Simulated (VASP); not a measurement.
Input of a VASP 6.6.1 run:

Contents of INCAR:

```
  PREC = Accurate
  ENCUT = 600
  EDIFF = 1E-6
  ISMEAR = 0
  SIGMA = 0.03
  LREAL = False
  LASPH = True
  NELM = 80
  ALGO = Normal
  ISIF = 3
  LWAVE = False
  LCHARG = False
  GGA = PS
  IBRION = 2
  NSW = 90
  EDIFFG = -0.01
  KPAR = 8
```

Contents of KPOINTS:

```
regular mesh
0
Gamma
  8 8 8
```

The input POSCAR:

```
KI
1.0
    0.0000000000      3.5327750000      3.5327750000
    3.5327750000      0.0000000000      3.5327750000
    3.5327750000      3.5327750000      0.0000000000
K I
1 1
Direct
    0.0000000000      0.0000000000      0.0000000000
    0.5000000000      0.5000000000      0.5000000000
```

Potentials or basis: VASP PAW PBE potentials, release 64 (K_sv, I).

Launch:

```sh
$ cat potpaw_PBE.64/K_sv/POTCAR potpaw_PBE.64/I/POTCAR > POTCAR
$ mpirun -np 8 vasp_std > vasp.out
```

Question: Estimate the space group after relaxing (to 0.05 Å).

Answer: Fm-3m (No. 225).

Question: Estimate the relaxed cell.

Answer: a = 4.961 Å, b = 4.961 Å, c = 4.961 Å, α = 60.00°, β = 60.00°, γ = 60.00°.

Final structure:
```
K I
1.0
     0.00000    3.50812    3.50812
     3.50812    0.00000    3.50812
     3.50812    3.50812    0.00000
K I
1 1
Direct
  0.00000 0.00000 0.00000
  0.50000 0.50000 0.50000
```
